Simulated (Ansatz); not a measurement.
The cell comes from COD entry 1539196, which wasn't checked; take it as a given geometry.

N: DFT, PBE, PAW with Ansatz's default frozen-core files, scalar-relativistic (Ansatz 0.2.0).

Command: `ansatz run input.yaml --threads 1 --pin off --max-ram 2048MiB --backend cpu --events-out ev --progress --plain --runs-dir out` The run took about 7.6 s on 1 thread of a shared machine.

```yaml
crystal:
  lattice:
    - [3.6290016496, 0.0, 0.0]
    - [-1.8145008248, 3.142807619, 0.0]
    - [0.0, 0.0, 5.89]
  atoms:
    - { symbol: "N", position: [0.3333333333, 0.6666666667, 0.25] }
    - { symbol: "N", position: [0.6666666667, 0.3333333333, 0.75] }
kpoints:
  mp_grid: { grid: [10, 10, 5] }
  band_path:
    path:
      - [0.0, 0.0, 0.0]
      - [0.5, 0.0, 0.0]
      - [0.3333333333, 0.3333333333, 0.0]
      - [0.0, 0.0, 0.0]
      - [0.0, 0.0, 0.5]
      - [0.5, 0.0, 0.5]
      - [0.3333333333, 0.3333333333, 0.5]
      - [0.0, 0.0, 0.5]
      - [0.5, 0.0, 0.5]
    npoints: 8
scf:
  occupations: { method: fermi_dirac, width: 0.02 }
hamiltonian:
  xc: pbe
  pseudopotentials: { kind: paw }
output:
  forces: true
  stress: true
  eigenvalues: true
  efg: { contact_densities: true }
  populations: true
  bader: true
  dos: { projected: true, de: 0.2, e_range: [-14, 8] }
  write_density: true
  write_potential: true
  elf: true
  volumetric_format: npy
```

Output:

```
Engine: ansatz 0.2.0
Pseudopotentials: kind: paw
Pseudopotential: N, paw, valence charge 5, recommended cutoff 420 eV (normal)
Functional definition: PBE
  parameter kappa = 0.804
  parameter beta = 0.06672455060314922
  exchange = pbe_x(kappa = kappa, mu = beta*pi^2/3)
  correlation = pbe_c(beta = beta)
Crystal: 2 atoms, lattice volume = 67.177 Å³
Basis set: ecut = 420 eV, 1315 PW (Γ), exchange–correlation on 50×50×80 points (8 copies of the dense FFT grid, shifted against one another)
Bands: 9, of which v1, the nominal top of the filled ones, is band 5 counted from 1 (4 counted from 0)
Symmetry: 24 space group operations
Space group: P63/mmc (ITA 194), of the structure as read, at distance tolerance 4.1e-5 Å
k-points: 42 of 500
Non-local potential: N, projectors of the file, l = 0: 2, l = 1: 2, l = 2: 1
PAW form: soft (Blöchl's): semilocal exchange-correlation on the pseudo side does not see the compensation charge
PAW one-centre angular grid: N, 110 points (default); XC on 64 Gauss nodes
Initial density: superposition of atomic densities (neutral atoms: chi_scale 0, normalization atom), corrected by the library's trained network
Initial wavefunctions: pseudopotential atomic-orbital guess
Functional: x = pbe(κ = 0.804, μ = 0.2195149727645171), c = pbe(β = 0.06672455060314922)
SCF iter   1: F=—  HF=-753.108656 eV  |F-HF|=—  |Δ(HF+E_count)|=         —  Δρ=1.09e-3  dr2=5.95e-4  ethr=1.77e-3  ⟨swp⟩=4.9  Hψ=2139  notcnv=0
preconditioner: auto → LDOS  [metal: Δε(μ)=0.006 eV  Ē_g=7.474 eV  σ=0.020 eV  W_gap=0.07  n_scr=2 (ndim 8)  ℏωp=14.3 eV  f_vac=0.031  D(μ)=12.49/eV (n_scr^D=232)  β→1.0]
SCF iter   2: F=—  HF=-753.108951 eV  |F-HF|=—  |Δ(HF+E_count)|=   2.95e-4  Δρ=7.77e-4  dr2=2.44e-4  ethr=5.95e-6  ⟨swp⟩=2.2  Hψ=1024  notcnv=0
SCF iter   3: F=—  HF=-753.108954 eV  |F-HF|=—  |Δ(HF+E_count)|=   3.41e-6  Δρ=6.81e-4  dr2=1.37e-4  ethr=2.44e-6  ⟨swp⟩=1.0  Hψ=378  notcnv=0
SCF iter   4: F=—  HF=-753.108931 eV  |F-HF|=—  |Δ(HF+E_count)|=   2.26e-5  Δρ=1.10e-4  dr2=6.76e-6  ethr=1.37e-6  ⟨swp⟩=2.0  Hψ=524  notcnv=0
SCF iter   5: F=—  HF=-753.108896 eV  |F-HF|=—  |Δ(HF+E_count)|=   3.50e-5  Δρ=1.47e-5  dr2=1.55e-7  ethr=6.76e-8  ⟨swp⟩=2.5  Hψ=591  notcnv=0
SCF iter   6: F=-753.108896 eV  HF=-753.108896 eV  |F-HF|=3.64e-9  |Δ(HF+E_count)|=   1.71e-7  Δρ=3.58e-6  dr2=9.21e-9  ethr=1.00e-9  ⟨swp⟩=8.0  Hψ=2406  notcnv=0
SCF 1 converged in 6 iterations: F = -753.108896 eV  dr2 = 9.21e-9
  greatest PAW one-centre occupation: 0.861 electrons in one spin orbital (limit 2), on the N atom at site 1 (counted from 0), in its partial waves of l = 0
NSCF: frozen V_eff on 65 k-points
SCF converged after 6 iterations
Free energy (F): -753.108896 eV
Harris-Foulkes:  -753.108896 eV  (|F-HF|=3.64e-9)
Internal energy: -753.093165 eV  (E = F + TS)
E sigma→0 (E₀):  -753.101031 eV
Entropy (-TS):   -0.015732 eV (-7.866 meV/atom)
Fermi energy:    -4.208227 eV
--- Per-component energies (eV) ---
  E_band       = -91.226506
  E_kinetic    = 226.438344
  E_local      = -547.067559  (includes V_loc(G=0)·N_el)
  E_nonlocal   = 96.206686
  E_hartree    = 150.011794
  E_xc         = -106.517881
  E_vxc        = -134.010132  (∫ρ·V_xc dr)
  E_paw        = -249.923798  (= ΣΔE_a)
  E_vpaw       = -32.819689  (= ΣTr[D̂ρ^β])
  E_aug_tail   = 0.000143  (compensation charges beyond the density's cutoff)
  E_ewald      = -322.240893
  E_smearing   = -0.015732  (= −TS)
  E_closure    = 0.000000  (closes the sum)
  Σ components = -753.108896   (vs F -753.108896, Δ=0.00e0)
--- Forces (eV/Å), atoms counted from 1 ---
  atom   1  N      0.00000000    -0.00000000     0.00000000
  atom   2  N     -0.00000000     0.00000000     0.00000000
  max |Σ_I F_I| component: 0.00e0 eV/Å
--- Stress (GPa, compression-positive) ---
       -7.198309       0.000000       0.000000
        0.000000      -7.198309       0.000000
        0.000000       0.000000      -7.213374
  P = ⅓ Tr σ = -7.2033 GPa (-72.033 kbar)
--- PAW observables at the nuclei: V_zz in 10²¹ V/m², potentials from the cell's mean, atoms counted from 1 ---
  atom   1  N  V_zz =    -0.039272   η = 0.0000   by run symmetry: allowed
            electrostatic potential = -500.333958 V   contact ρ = 1427.816966 e/Å³
  atom   2  N  V_zz =    -0.039272   η = 0.0000   by run symmetry: allowed
            electrostatic potential = -500.333958 V   contact ρ = 1427.816966 e/Å³
--- Band table (eV; the first three rows and the last of 42) ---
  k-point 0: bands = ["-16.1701", "-15.8464", "-5.1362", "-3.9273", "-3.9273", "-3.7947", "-3.7947", "-3.7819", "2.8520"]
  k-point 1: bands = ["-16.1406", "-15.8789", "-5.0230", "-3.9331", "-3.9149", "-3.9149", "-3.8070", "-3.8070", "3.1049"]
  k-point 2: bands = ["-16.0623", "-15.9624", "-4.7141", "-4.3019", "-3.8815", "-3.8815", "-3.8403", "-3.8403", "3.7772"]
  k-point 41: bands = ["-15.7878", "-15.7753", "-4.8288", "-4.8278", "-4.5648", "-4.4430", "-4.0058", "-3.9659", "7.0074"]
--- Löwdin populations: 2 sites ---
  site symbol       q [e]
     0      N      4.9992
     1      N      4.9992
  spilling = 0.000166 (of n_electrons = 10.000000)
--- Bader charges: 2 sites ---
  site symbol  charge [e]  shift [e]
     0      N      0.0000     0.0000
     1      N      0.0000     0.0000
  estimated error of the sums over rays = 2.5e-6 e
```

populations.tsv:

```
# site	symbol	l	j	q
# orbitals = lowdin
# n_electrons = 10.000000
# spilling = 0.000166
0	N	0_2S	-	1.999533
0	N	1_2P	-	2.999635
1	N	0_2S	-	1.999533
1	N	1_2P	-	2.999635
```

bader_charges.tsv:

```
# site	symbol	x_ang	y_ang	z_ang	partial_charge_e	electrons	volume_ang3	relative_density_drop	shared_charge_e	partial_wave_shift_e
# quadrature_error_electrons = 2.5e-6
0	N	0.0000	2.0952	1.4725	0.00000	7.00000	32.56	-	0.00000	0.00000
1	N	1.8145	1.0476	4.4175	0.00000	7.00000	32.56	-	0.00000	0.00000
```
